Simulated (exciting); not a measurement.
BN:

```
CELL_PARAMETERS angstrom
0.00000 1.81300 1.81300
1.81300 0.00000 1.81300
1.81300 1.81300 0.00000
ATOMIC_POSITIONS crystal
N 0.25000 0.25000 0.25000
B 0.00000 0.00000 0.00000
```

The cell is a database's computed one.

Base run:

| Quantity | Value |
| --- | --- |
| Program | exciting (release sodium) |
| Functional | revPBE |
| Potentials or basis | all-electron LAPW+lo, shipped species files, valence relativity iora* |
| rgkmax | 7.5 |
| k mesh | 13 × 13 × 13 |
| Occupations | fermi-dirac, width 0.05 eV |
| Spin | no spin polarisation |

Its results: band gap on the k mesh 4.56 eV, indirect (least direct gap 8.83 eV).

**Question.** The run is repeated on the same cell with these changes: functional from revPBE to LDA. What comes out?

**Answer.** Band gap on the k mesh 4.42 eV, indirect (least direct gap 8.65 eV).

A k mesh can miss the band edges.
